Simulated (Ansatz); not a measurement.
# MoS$_{2}$, one cell by several methods

```
Mo S
1.0
     3.16100    0.01581    0.01581
    -1.56681    2.72961    0.00579
     0.06148    0.06148   12.29500
Mo S
2 4
Direct
  0.33333 0.66667 0.25000
  0.66667 0.33333 0.75000
  0.33333 0.66667 0.62750
  0.66667 0.33333 0.12750
  0.33333 0.66667 0.87250
  0.66667 0.33333 0.37250
```

Atom numbers follow the list: Mo1, Mo2, S3, S4, S5, S6.

The geometry is COD entry 9007660, unchecked; take it as a test cell. The listed cell was then made from it by scaling, straining or moving an atom.

All numbers are computed: DFT, LDA, PAW with Ansatz's default frozen-core files, scalar-relativistic (Ansatz 0.2.0); DFT, LDA, all-electron PAW with datasets made for the crystal, scalar-relativistic (Ansatz 0.2.0); DFT, LDA, all-electron LAPW, scalar-relativistic (Ansatz 0.2.0).

For PAW: a Γ-centred 10×10×3 k mesh, Fermi–Dirac smearing of 0.03 eV, cutoff 420 eV, no spin polarisation; the PAW files were made with PBE, and the program remakes their frozen cores for this functional. The crystal-made all-electron datasets (AE datasets) take a cutoff of 300 eV at this cell. LAPW targets a basis error of 1 meV/atom. The Ansatz runs share mesh, smearing and spin set-up. Plane-wave (PAW) pressures include the program's estimate of the Pulay term.

Stress and pressure are positive in compression.

The change that made this cell: equal xy, yz and zx engineering shear strains of +1 %.

Spin–orbit coupling is left out, which moves gradients at and beside heavy atoms by some per cent and at worst by a factor of two.

| quantity | PAW | AE datasets | LAPW |
| --- | --- | --- | --- |
| pressure (GPa) | 1.11 | 1.17 | 1.17 |
| stress xx (GPa) | ? | -1.14 | -1.13 |
| stress zz (GPa) | 5.71 | 5.77 | 5.77 |
| stress yz (GPa) | -1.49 | -1.50 | -1.50 |
| stress xz (GPa) | -1.50 | -1.50 | -1.50 |
| stress xy (GPa) | -0.87 | -0.87 | -0.87 |
| force on Mo1, x (eV/Å) | -0.075 | -0.076 | -0.076 |
| force on S3, z (eV/Å) | -0.749 | -0.755 | -0.755 |
| force on S4, z (eV/Å) | -0.757 | -0.763 | -0.763 |
| band gap (eV) | 0.811 | 0.816 | 0.816 |
| field gradient Vzz at Mo1 (10²¹ V/m²) | ? | ? | – |
| field gradient Vzz at S3 (10²¹ V/m²) | -6.30 | -6.31 | – |
| field gradient Vzz at S4 (10²¹ V/m²) | -6.31 | -6.32 | – |

(1) What belongs in the row "stress xx (GPa)", column "PAW"?

(2) Fill in "PAW" for the row "field gradient Vzz at Mo1 (10²¹ V/m²)".

(3) What belongs in the row "field gradient Vzz at Mo1 (10²¹ V/m²)", column "AE datasets"?

Answers

(1) -1.19.

(2) -9.35.

(3) -9.45.
